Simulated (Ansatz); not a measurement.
Crystal: Hf.

```xyz
1
Lattice="0.1193 2.3431 1.9928 2.3211 0.1248 1.9873 2.4498 2.4662 -0.0039" Properties=species:S:1:pos:R:3 pbc="T T T"
Hf    0.0000    0.0000    0.0000
```

This isn't the form of Hf at room conditions, which is hcp.

The cell isn't the ideal one: cell sheared at random, sigma 0.06, atoms nudged by 0.01 Å.

| Quantity | Value |
| --- | --- |
| Program | Ansatz 0.2.0 |
| Task | relaxation of cell and atoms |
| Functional | BLYP |
| Dispersion | D4 |
| Potentials or basis | Ansatz PAW |
| Cutoff | 420 eV (not typed: the program's choice for these potentials) |
| k mesh | 11 × 11 × 10 |
| Occupations | fermi-dirac, width 0.05 eV |
| Spin | no spin polarisation |

At the start: volume 21.64 Å³/atom.

Question: Where does the relaxation end?

Answer: It ends after 10 steps and the volume is 22.49 Å³/atom (+3.9 %); space group Fm-3m (No. 225, to 0.05 Å).

The path:
| step | energy change (eV) | largest force (eV/Å) | volume (Å³) |
| --- | --- | --- | --- |
| 1 | 0.0000 | 0.0000 | 21.64 |
| 2 | -0.0035 | 0.0000 | 23.34 |
| 3 | -0.0186 | 0.0000 | 22.66 |
| 4 | -0.0435 | 0.0000 | 22.06 |
| 5 | -0.0536 | 0.0000 | 22.00 |
| 6 | -0.0603 | 0.0000 | 22.33 |
| 7 | -0.0608 | 0.0000 | 22.49 |
| 8 | -0.0614 | 0.0000 | 22.49 |
| 9 | -0.0614 | 0.0000 | 22.49 |
| 10 | -0.0614 | 0.0000 | 22.49 |

Final structure:
```
Hf
1.0
     0.00589    2.24438    2.23628
     2.24449    0.00587    2.23626
     2.24818    2.24800    0.00278
Hf
1
Direct
  0.00000 0.00000 0.00000
```

Caveat: the plane-wave basis is chosen anew once the cell has moved, so the energies of steps on either side of that aren't comparable; pairwise dispersion overbinds metals, which lowers pressure and volume; the PAW data sets come from PBE, with cores solved anew for the run's functional, which leaves a small shift of forces and pressure.
